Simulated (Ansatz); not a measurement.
CoPt:
```yaml
crystal:
  lattice:
    - [2.67592, 0.00000, 0.00000]
    - [0.00000, 2.67592, 0.00000]
    - [0.00000, 0.00000, 3.73013]
  atoms:
    - { symbol: Pt, position: [0.50000, 0.50000, 0.50000], spin: 0.4 }
    - { symbol: Co, position: [0.00000, 0.00000, 0.00000], spin: 2.1 }
```

Relaxed with r²SCAN. Special points in fractions of this cell's reciprocal vectors: Γ (0.000, 0.000, 0.000); X (0.000, 0.500, 0.000); M (0.500, 0.500, 0.000); Z (0.000, 0.000, 0.500); R (0.000, 0.500, 0.500); A (0.500, 0.500, 0.500).

List the band energies nearest the Fermi level at these points for plane-wave PAW r²SCAN (Ansatz code).

In eV from the Fermi level; about four levels below and three above (degenerate sets whole), none deeper than 8.9 eV; … stands for higher levels left out; points with the same levels are listed once.

| k | below | above |
|---|---|---|
| Γ ↑ | -2.21 -0.88 -0.88 -0.62 | 2.17 9.85 … |
| X ↑ | -3.07 -2.84 -1.71 -0.32 | 2.43 10.60 10.66 |
| M ↑ | -1.63 -1.23 -1.23 -1.02 | 0.80 1.83 1.83 |
| Z ↑ | -2.86 -2.27 -2.27 -0.78 | 16.24 16.26 … |
| R ↑ | -0.96 -0.74 -0.68 -0.33 | 5.04 6.86 … |
| A ↑ | -4.24 -4.24 -2.55 -2.02 -1.91 | 0.81 7.16 7.16 |
| Γ ↓ | -2.39 -2.39 -1.75 -0.73 -0.53 | 1.08 1.58 1.58 |
| X ↓ | -1.93 -1.38 -1.29 -0.06 | 0.56 1.54 2.83 |
| M ↓ | -7.07 -5.33 -5.33 -5.12 | 0.36 0.62 0.99 |
| Z ↓ | -1.89 -1.89 -1.12 -0.48 | 0.33 0.33 0.79 |
| R ↓ | -2.31 -1.56 -0.98 -0.49 | 0.43 1.06 1.15 |
| A ↓ | -1.58 -1.49 -1.49 -0.57 | 0.62 1.40 7.86 7.86 |

Space group P4/mmm (L1₀ or tetragonal B2). The cell was relaxed with r²SCAN under the symmetry of its start. Magnetic state: ferromagnetic, chosen from 5 collinear starts compared on coarse meshes (ties went to the first, and starts can fall back to one state), not a proven ground state. Textbook magnetic order: ferromagnetic. Other orbital occupations within this spin state were not tried. Scalar-relativistic: spin–orbit coupling is off unless named, which matters more the heavier the elements.

Potentials: the later of the program's two PAW sets.
